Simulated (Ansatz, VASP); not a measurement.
**Two plane-wave programs on Ag**

```
Ag
1.0
    -1.68813    1.68813    1.68813
     1.68813   -1.68813    1.68813
     1.68813    1.68813   -1.68813
Ag
1
Direct
  0.00000 0.00000 0.00000
```

This isn't the form of Ag at room conditions, which is fcc.

Alike in both runs: task single point; functional r2SCAN; k mesh 11 × 11 × 11; occupations fermi-dirac, width 0.05 eV; no spin polarisation.

```csv
,VASP,Ansatz
version,VASP 6.6.1,Ansatz 0.2.0
potentials or method,"VASP PAW PBE potentials, release 64 (Ag)",Ansatz PAW
plane-wave cutoff (eV),520,500
valence electrons in the cell,11,19
```

```tsv
	VASP	Ansatz	Ansatz less VASP
gap on the k mesh at the Fermi level (eV)	none	none	-
pressure (GPa)	-7.6	-7.7	-0.03
```

A gap of «none» marks a metal or a gap that the smearing closes. The two sets of potentials don't hold the same shells in valence.

Caveats: the PAW data sets were made with another functional, which shifts forces and pressure a little (VASP); the PAW data sets come from PBE, with cores solved anew for the run's functional, which leaves a small shift of forces and pressure (Ansatz).
